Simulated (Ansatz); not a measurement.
Equation of state of Sn under r2SCAN

Symmetry: Im-3m, No. 229, cubic system. The conventional cell has a = 3.789 Å, b = 3.789 Å, c = 3.789 Å, α = 90.00°, β = 90.00°, γ = 90.00°. Around Sn (site symmetry m-3m) lie 8 Sn at 3.28 Å.

This isn't the form of Sn at room conditions, which is tetragonal (white tin).

The cell was scaled at fixed shape and fractions and run with Ansatz, Ansatz PAW, cutoff 500 eV; r2SCAN, k mesh 10 × 10 × 10 on the cell of 1 atom, fermi-dirac occupations of 0.05 eV, no spin polarisation, no spin-orbit coupling. The potentials were made for PBE. Energies are those that the program minimises, any entropy of the smearing included. For a metal such a mesh isn't converged to the digits shown.

```tsv
V (Å³/atom)	energy over the lowest row (meV/atom)
25.5727	8.965
26.1168	2.506
26.6609	0.000
27.2050	?
27.7491	5.036
28.2932	11.855
28.8373	21.109
```

Fit the third-order Birch-Murnaghan form, give V0, B0 and B′, and predict the energy left open.

With y = (V0/V)^(2/3), E = E0 + (9 V0 B0/16) [(y - 1)³ B′ + (y - 1)² (6 - 4y)]. Least squares through the rows shown give V0 = 26.7718 Å³/atom, E0 = -0.077 meV, B0 = 49.29 GPa (1 eV/Å³ = 160.218 GPa) and B′ = 4.89, with a largest miss of 0.006 meV. At V = 27.2050 the form with these constants gives 0.968 meV; the run gave 0.971 meV an atom.
